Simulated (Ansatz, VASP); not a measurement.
# KBr: VASP beside Ansatz

Wanted: the spread between two codes on one cell, functional and k mesh. The cell is taken from a series of VASP runs on this material, whose earlier steps may have relaxed, scaled or displaced it; both programs get it as it stands.

Main program and level: Ansatz 0.2.0; plane waves, with VASP 6.6.1 beside it; relaxation of cell and atoms at LDA and zone-centre phonons at LDA.

### Step 1. The structure

Symmetry: Fm-3m, No. 225, cubic system. The conventional cell has a = 6.382 Å, b = 6.382 Å, c = 6.382 Å, α = 90.00°, β = 90.00°, γ = 90.00°. Nearest to Br lie 6 K at 3.19 Å. K has 6 Br at 3.19 Å nearest. Farther neighbours and most contacts between anions are not listed.

Coordinates:

```cif
data_structure
_symmetry_space_group_name_H-M 'Fm-3m'
_symmetry_Int_Tables_number 225
_cell_length_a 6.3818
_cell_length_b 6.3818
_cell_length_c 6.3818
_cell_angle_alpha 90.000
_cell_angle_beta 90.000
_cell_angle_gamma 90.000
_cell_volume 259.92
loop_
_atom_site_label
_atom_site_type_symbol
_atom_site_symmetry_multiplicity
_atom_site_Wyckoff_symbol
_atom_site_fract_x
_atom_site_fract_y
_atom_site_fract_z
_atom_site_occupancy
Br1 Br 4 b 0.50000 0.00000 0.00000 1
K1 K 4 a 0.00000 0.00000 0.00000 1
```

### Step 2. Ansatz: relaxation of cell and atoms, LDA

Ansatz runs on its default PAW (the set named soft_2) files.

The relaxed volume is the usual yardstick between codes: its relative difference is about their pressure difference at one cell divided by the bulk modulus.

The input, input.yaml:

```yaml
crystal:
  lattice:
    - [0.0, 3.1909184499, 3.1909184499]
    - [3.1909184499, 0.0, 3.1909184499]
    - [3.1909184499, 3.1909184499, 0.0]
  atoms:
    - { symbol: Br, position: [0.5, 0.5, 0.5] }
    - { symbol: K, position: [0.0, 0.0, 0.0] }
hamiltonian:
  xc: lda
  pseudopotentials: { kind: paw }
kpoints:
  mp_grid: { grid: [6, 6, 6] }
scf:
  occupations: { method: gaussian, width: 0.03 }
relax:
  f_tol: 0.01
  max_steps: 60
  cell: { stress_tol: 0.05 }
output:
  forces: true
  stress: true
```

Launch:

```console
> ansatz run input.yaml --threads 4 --pin off --max-ram 9216MiB --backend cpu --events-out ev --progress --plain --runs-dir out
```

Numbers of over 12 decimals in the logs are rounded to 6 here.

What it wrote:

```text
Engine: ansatz 0.2.0, aarch64-unknown-linux-gnu
Pseudopotentials: kind: paw
Pseudopotential: Br, paw, valence charge 7, recommended cutoff 420 eV (normal), Br.paw.azcp
Pseudopotential: K, paw, valence charge 9, recommended cutoff 420 eV (normal), K.paw.azcp
Functional definition: SPW92
  exchange = slater_x
  correlation = pw_c
Crystal: 2 atoms, lattice volume = 64.980 Å³
Basis set: ecut = 420 eV, 1243 PW (Γ)
Bands: 12, of which v1, the nominal top of the filled ones, is band 8 counted from 1 (7 counted from 0)
Symmetry: 48 space group operations
Space group: Fm-3m (ITA 225), of the structure as read, at distance tolerance 4.0e-5 Å
k-points: 16 of 216
Non-local potential: Br, projectors of the file, l = 0: 2, l = 1: 2, l = 2: 2
Non-local potential: K, projectors of the file, l = 0: 3, l = 1: 2, l = 2: 2
PAW form: soft (Blöchl's): semilocal exchange-correlation on the pseudo side does not see the compensation charge
PAW frozen core: Br, regenerated for the run's functional, and the local potential with it (the file was generated under x = pbe(κ = 0.804, μ = 0.219515), c = pbe(β = 0.066725))
PAW frozen core: K, regenerated for the run's functional, and the local potential with it (the file was generated under x = pbe(κ = 0.804, μ = 0.219515), c = pbe(β = 0.066725))
PAW one-centre angular grid: Br, 110 points (default); XC on 64 Gauss nodes
PAW one-centre angular grid: K, 110 points (default); XC on 64 Gauss nodes
Initial density: superposition of atomic densities (neutral atoms: chi_scale 0, normalization atom), corrected by the library's trained network
Initial wavefunctions: pseudopotential atomic-orbital guess
Functional: x = slater, c = lda
SCF iter   1: F=—  HF=-4193.641348 eV  |F-HF|=—  |Δ(HF+E_count)|=         —  Δρ=4.97e-3  dr2=9.65e-3  ethr=1.77e-3  ⟨swp⟩=6.6  Hψ=1319  notcnv=0
preconditioner: auto → none  [insulator: Δε(μ)=4.271 eV  Ē_g=14.642 eV  σ=0.030 eV  W_gap=1.00  n_scr=14 (ndim 8)  ℏωp=17.2 eV  f_vac=0.042  D(μ)=0.00/eV (n_scr^D=0)  ε∞_Penn≈2.4]
SCF iter   2: F=—  HF=-4193.638290 eV  |F-HF|=—  |Δ(HF+E_count)|=   3.06e-3  Δρ=2.41e-3  dr2=1.79e-3  ethr=6.03e-5  ⟨swp⟩=2.5  Hψ=471  notcnv=0
SCF iter   3: F=—  HF=-4193.637865 eV  |F-HF|=—  |Δ(HF+E_count)|=   4.25e-4  Δρ=2.77e-4  dr2=3.98e-5  ethr=1.12e-5  ⟨swp⟩=1.1  Hψ=194  notcnv=0
SCF iter   4: F=—  HF=-4193.637856 eV  |F-HF|=—  |Δ(HF+E_count)|=   9.18e-6  Δρ=3.96e-5  dr2=1.60e-6  ethr=2.49e-7  ⟨swp⟩=2.0  Hψ=320  notcnv=0
iter 5 did not close the SCF: its close was put off for the readings that it lacked (scf_convergence_deferred on its scf_iter line)
SCF iter   5: F=-4193.637856 eV  HF=-4193.637856 eV  |F-HF|=3.45e-8  |Δ(HF+E_count)|=   4.92e-7  Δρ=1.65e-5  dr2=7.48e-8  ethr=1.00e-8  ⟨swp⟩=2.1  Hψ=291  notcnv=0
SCF iter   6: F=-4193.637856 eV  HF=-4193.637856 eV  |F-HF|=1.68e-8  |Δ(HF+E_count)|=   5.89e-9  Δρ=4.63e-6  dr2=1.98e-8  ethr=4.67e-10  ⟨swp⟩=3.0  Hψ=793  notcnv=0
SCF 1 converged in 6 iterations: F = -4193.637856 eV  dr2 = 1.98e-8
  greatest PAW one-centre occupation: 0.985 electrons in one spin orbital (limit 2), on the K atom at site 1 (counted from 0), in its partial waves of l = 0
relax step   1: F+E_penalty+E_count = -4193.63785580 eV  Δ(F+E_penalty+E_count) = +0.000e0 eV  max|allowed force component| = 1.890e-30 eV/Å  Δτ_max = 0.0000 Å  P = -0.096 GPa  Ω = 64.980 Å³  (6 SCF iters, dr2 threshold 1.00e-7 eV, accepted)
[...]
relax step   2: F+E_penalty+E_count = -4193.63795208 eV  Δ(F+E_penalty+E_count) = -9.628e-5 eV  max|allowed force component| = 6.048e-30 eV/Å  Δτ_max = 0.0000 Å  P = -0.040 GPa  Ω = 64.795 Å³  energy of the carried Pulay correction = +1.772e-5 eV  (4 SCF iters, dr2 threshold 2.32e-8 eV, accepted)
[...]
relax step   3: F+E_penalty+E_count = -4193.63792573 eV  Δ(F+E_penalty+E_count) = +2.635e-5 eV  max|allowed force component| = 7.100e-30 eV/Å  Δτ_max = 0.0000 Å  P = -0.040 GPa  Ω = 64.795 Å³  stress off target by 3.96e-2 GPa  SCF on the basis re-selected at this cell (its energy is not comparable with the rows above)  (4 SCF iters)
basis re-selected at this cell: Δ(F+E_penalty+E_count) = +2.635e-5 eV, ΔP = +0.000 GPa vs the last step (what re-selecting the basis moved, of the pressure what is left beyond the Pulay correction that the steps carried, after the strain that the cell walked since its last selection, with what the two solves' SCF thresholds leave and, on support functions, any second-order correction that the steps lacked; it is no m [...]
SCF converged after 4 iterations
Free energy (F): -4193.637926 eV
Harris-Foulkes:  -4193.637926 eV  (|F-HF|=0.00e0)
Internal energy: -4193.637926 eV  (E = F + TS)
E sigma→0 (E₀):  -4193.637926 eV
Fermi energy:    3.697638 eV
--- Per-component energies (eV) ---
  E_band       = -124.348945
  E_kinetic    = 389.095753
  E_local      = -799.109303  (includes V_loc(G=0)·N_el)
  E_nonlocal   = 87.264812
  E_hartree    = 255.380214
  E_xc         = -395.276856
  E_vxc        = -269.746781  (∫ρ·V_xc dr)
  E_paw        = -2903.338311  (= ΣΔE_a)
  E_vpaw       = -42.613850  (= ΣTr[D̂ρ^β])
  E_aug_tail   = -0.000003  (compensation charges beyond the density's cutoff)
  E_ewald      = -828.118242
  E_core_change = 0.464011  (= ΣΔE_core)
  E_smearing   = -0.000000  (= −TS)
  E_closure    = 0.000000  (closes the sum)
  Σ components = -4193.637926   (vs F -4193.637926, Δ=0.00e0)
--- Forces (eV/Å), atoms counted from 1 ---
  atom   1  Br    -0.00000000     0.00000000    -0.00000000
  atom   2  K      0.00000000    -0.00000000     0.00000000
  max |Σ_I F_I| component: 1.10e-29 eV/Å
--- Stress (GPa, compression-positive) ---
       -0.039624      -0.000000      -0.000000
       -0.000000      -0.039624       0.000000
       -0.000000      -0.000000      -0.039624
  P = ⅓ Tr σ = -0.0396 GPa (-0.396 kbar)
--- Relaxed structure (2 steps of the walk, 2 accepted, 1 SCFs on fresh bases) ---
  F+E_penalty+E_count = -4193.63792573 eV   max|allowed force component| = 7.100e-30 eV/Å   (the final SCF, on the basis selected at the relaxed cell)
  cell:  # Å, volume = 64.7950 Å³
    - [0, 3.187894, 3.187894]
    - [3.187894, 0, 3.187894]
    - [3.187894, 3.187894, 0]
  atoms:
    - { symbol: Br, position: [0.500000, 0.500000, 0.500000] }
    - { symbol: K, position: [0, 0, 0] }
```

It took 0.69 s on 4 threads of Arm Neoverse V2, shared host; peak memory 0.3 GiB; 2 s of CPU time.

### Step 3. VASP: relaxation of cell and atoms, LDA

The same cell, functional (in two slightly different forms), mesh and smearing now go to VASP, with its own data sets and cutoff.

Lines of VASP's logs that name or quote its potential files are left out, and so is its time.

The input, INCAR:

```
SYSTEM = KBr
PREC = Accurate
ENCUT = 500
EDIFF = 1E-07
NELM = 100
ISMEAR = 0
SIGMA = 0.03
LREAL = .FALSE.
ALGO = Normal
GGA = CA
NBANDS = 14
LORBIT = 11
LWAVE = .FALSE.
LCHARG = .FALSE.
KPAR = 4
IBRION = 2
NSW = 50
ISIF = 3
EDIFFG = -0.002
```

The input, POSCAR:

```
KBr
1.0
    0.0000000000      3.1909184499      3.1909184499
    3.1909184499      0.0000000000      3.1909184499
    3.1909184499      3.1909184499      0.0000000000
Br K
1 1
Direct
    0.5000000000      0.5000000000      0.5000000000
    0.0000000000      0.0000000000      0.0000000000
```

The input, KPOINTS:

```
Automatic mesh
0
Gamma
6 6 6
0 0 0
```

PAW data sets: Br and K_sv (LDA family, release 64).

Launch:

```console
> mpirun -np 4 vasp_std
```

What it wrote:

```text
[banner, memory and clock lines left out]
running    4 mpi-ranks, on    1 nodes
 distrk:  each k-point on    1 cores,    4 groups
 distr:  one band on    1 cores,    1 groups

 POSCAR found type information on POSCAR BrK
 POSCAR found :  2 types and       2 ions
 LDA part: xc-table for (Slater(with rela. corr.)+CA(PZ))
 , standard interpolation
 POSCAR, INCAR and KPOINTS ok, starting setup
 FFT: planning ... GRIDC
 FFT: planning ... GRID_SOFT
 FFT: planning ... GRID
 WAVECAR not read
 entering main loop
       N       E                     dE             d eps       ncg     rms          rms(c)
DAV:   1     0.999715380851E+02    0.99972E+02   -0.68322E+03   448   0.992E+02
DAV:   2    -0.842618964151E+00   -0.10081E+03   -0.93979E+02   564   0.255E+02
DAV:   3    -0.676801226910E+01   -0.59254E+01   -0.58962E+01   622   0.530E+01
DAV:   4    -0.700428594358E+01   -0.23627E+00   -0.23616E+00   660   0.985E+00
DAV:   5    -0.700641247721E+01   -0.21265E-02   -0.21265E-02   598   0.990E-01    0.400E+00
DAV:   6    -0.685537006144E+01    0.15104E+00   -0.19870E-01   526   0.234E+00    0.288E+00
DAV:   7    -0.683404970056E+01    0.21320E-01   -0.78170E-02   574   0.163E+00    0.128E+00
DAV:   8    -0.683455141510E+01   -0.50171E-03   -0.88272E-03   552   0.749E-01    0.176E-01
DAV:   9    -0.683455358057E+01   -0.21655E-05   -0.17883E-04   636   0.867E-02    0.735E-02
DAV:  10    -0.683461343509E+01   -0.59855E-04   -0.64795E-05   472   0.449E-02    0.308E-02
DAV:  11    -0.683461251164E+01    0.92345E-06   -0.47248E-06   586   0.156E-02    0.490E-03
DAV:  12    -0.683461276817E+01   -0.25652E-06   -0.29168E-07   476   0.412E-03    0.857E-04
DAV:  13    -0.683461277243E+01   -0.42662E-08   -0.10056E-08   350   0.769E-04
   1 F= -.68346128E+01 E0= -.68346128E+01  d E =-.683461E+01
 curvature:   0.00 expect dE= 0.000E+00 dE for cont linesearch  0.000E+00
 trial: gam= 0.00000 g(F)=  0.183E-60 g(S)=  0.454E-06 ort = 0.000E+00 (trialstep = 0.100E+01)
 search vector abs. value=  0.454E-06
 reached required accuracy - stopping structural energy minimisation
```

From OUTCAR (step 3):

```text
ion  position               nearest neighbor table
   1  0.500  0.500  0.500-   2 3.19   2 3.19   2 3.19   2 3.19   2 3.19   2 3.19
   2  0.000  0.000  0.000-   1 3.19   1 3.19   1 3.19   1 3.19   1 3.19   1 3.19

  LATTYP: Found a face centered cubic cell.
 ALAT       =     6.3818368998

 Subroutine GETGRP returns: Found 48 space group operations
 (whereof 48 operations were pure point group operations)

The static configuration has the point symmetry O_h .

 Found     16 irreducible k-points:

   k-points           NKPTS =     16   k-points in BZ     NKDIM =     16   number of bands    NBANDS=     14

   dimension x,y,z NGX =    36 NGY =   36 NGZ =   36
   dimension x,y,z NGXF=    72 NGYF=   72 NGZF=   72

   ENCUT  =  500.0 eV  36.75 Ry    6.06 a.u.   8.23  8.23  8.23*2*pi/ulx,y,z

   NELECT =      16.0000    total number of electrons

 k-points in reciprocal lattice and weights: Automatic mesh
   0.00000000  0.00000000  0.00000000       0.005
   0.16666667  0.00000000  0.00000000       0.037
   0.33333333  0.00000000  0.00000000       0.037
   0.50000000  0.00000000  0.00000000       0.019
   0.16666667  0.16666667  0.00000000       0.028
   0.33333333  0.16666667  0.00000000       0.111
   0.50000000  0.16666667  0.00000000       0.111
  -0.33333333  0.16666667  0.00000000       0.111
  -0.16666667  0.16666667  0.00000000       0.056
[...]
-0.33333333  0.33333333  0.16666667       0.111
  -0.33333333  0.50000000  0.16666667       0.056

 average (electrostatic) potential at core
       1 -70.5476       2 -35.6280

 E-fermi :  -1.3220

 k-point     1 :       0.0000    0.0000    0.0000
  band No.  band energies     occupation
    ...
      4     -12.4115      2.00000
      5     -12.4115      2.00000
      6      -1.4682      2.00000
      7      -1.4682      2.00000
      8      -1.4682      2.00000
      9       2.8468      0.00000
     10       5.8722      0.00000
     11       5.8722      0.00000
     12       5.8722      0.00000
     13       6.8167      0.00000
    ...

 k-point     2 :       0.1667    0.0000    0.0000
  band No.  band energies     occupation
    ...
      4     -12.4134      2.00000
      5     -12.3322      2.00000
      6      -1.9382      2.00000
      7      -1.5894      2.00000
      8      -1.5894      2.00000
      9       3.5930      0.00000
     10       5.7407      0.00000
     11       6.2345      0.00000
     12       6.2345      0.00000
     13       7.2445      0.00000
    ...

 k-point     3 :       0.3333    0.0000    0.0000
  band No.  band energies     occupation
    ...
      4     -12.4173      2.00000
      5     -12.1852      2.00000
      6      -2.6477      2.00000
      7      -1.8126      2.00000
      8      -1.8126      2.00000
      9       4.6681      0.00000
     10       6.2003      0.00000
     11       7.2061      0.00000
     12       7.2061      0.00000
     13       8.3037      0.00000
    ...

  Total       -0.0025050     -0.0025050     -0.0025050      0.0000000      0.0000000      0.0000000
  in kB       -0.0617644     -0.0617644     -0.0617644      0.0000000      0.0000000      0.0000000
  external PRESSURE =      -0.0617644 kB  Pullay stress =       0.0000000 kB

  energy-cutoff  :      500.00
  volume of cell :       64.98
      direct lattice vectors                 reciprocal lattice vectors
     0.000000000  3.190918450  3.190918450    -0.156694697  0.156694697  0.156694697
     3.190918450  0.000000000  3.190918450     0.156694697 -0.156694697  0.156694697
     3.190918450  3.190918450  0.000000000     0.156694697  0.156694697 -0.156694697

 POSITION                                       TOTAL-FORCE (eV/Angst)
 -----------------------------------------------------------------------------------
      3.19092      3.19092      3.19092         0.000000     -0.000000      0.000000
      0.00000      0.00000      0.00000        -0.000000      0.000000     -0.000000
 -----------------------------------------------------------------------------------
    total drift:                                0.000000      0.000000      0.000000

  FREE ENERGIE OF THE ION-ELECTRON SYSTEM (eV)
  ---------------------------------------------------
  free  energy   TOTEN  =        -6.8346127724 eV

  energy  without entropy=       -6.8346127724  energy(sigma->0) =       -6.83461277

 reached required accuracy - stopping structural energy minimisation

 total charge
# of ion       s       p       d       tot
------------------------------------------
    1        1.601   3.294   0.002   4.896
    2        1.959   5.565   0.034   7.557
--------------------------------------------------
tot          3.559   8.859   0.035  12.454

[... 3 further parts left out ...]
```

CONTCAR:

```
KBr
   1.00000000000000
     0.0000000000000000    3.1909184498999998    3.1909184498999998
     3.1909184498999998    0.0000000000000000    3.1909184498999998
     3.1909184498999998    3.1909184498999998    0.0000000000000000
  Br              K
     1     1
Direct
     0.5000000000000000    0.5000000000000000    0.5000000000000000
     0.0000000000000000    0.0000000000000000    0.0000000000000000
```

The gap is read on the k-mesh alone, so it is an upper bound where the band edges lie off the mesh. The run keeps the 48 symmetry operations of its start, so it cannot find a distortion of lower symmetry.

### Step 4. Side by side

Known differences besides the potentials themselves: the two LDA forms differ slightly; both relaxations stop at a tolerance, which leaves soft axes loose, and VASP keeps its plane-wave basis; the cutoff is 420 eV in Ansatz and 500 eV in VASP; VASP's log shows a relativistic correction to its local exchange, Ansatz's none; Ansatz adds a Pulay correction to the stress that steers its cell, VASP none. Total energies have different zeros and are not compared.

The two programs side by side:

```csv
quantity,Ansatz,VASP,difference
volume (Å³),64.80,64.98,-0.28 %
"edge a after relaxation, in the typed setting (Å)",4.508,4.513,-0.09 %
```

The walks stopped with -0.04 GPa left in Ansatz and -0.01 GPa in VASP; each walk ends within a tolerance, so the volume difference is uncertain by about these residues over the bulk modulus, most in soft cells.

(Continued in part 2 of 2.)

[Lines on the potential files, build, host, timing and source positions are cut from VASP's logs without a mark.]

[Logs are printed without paths, hosts, clocks, repeated set-up lines and the standing remarks that a program may print on its own settings, such as how far it seeks lower states.]

[Hosts, paths, dates, database ids (printed as entryN), source tags and the programs' standing remarks are cut or masked in the printed files.]
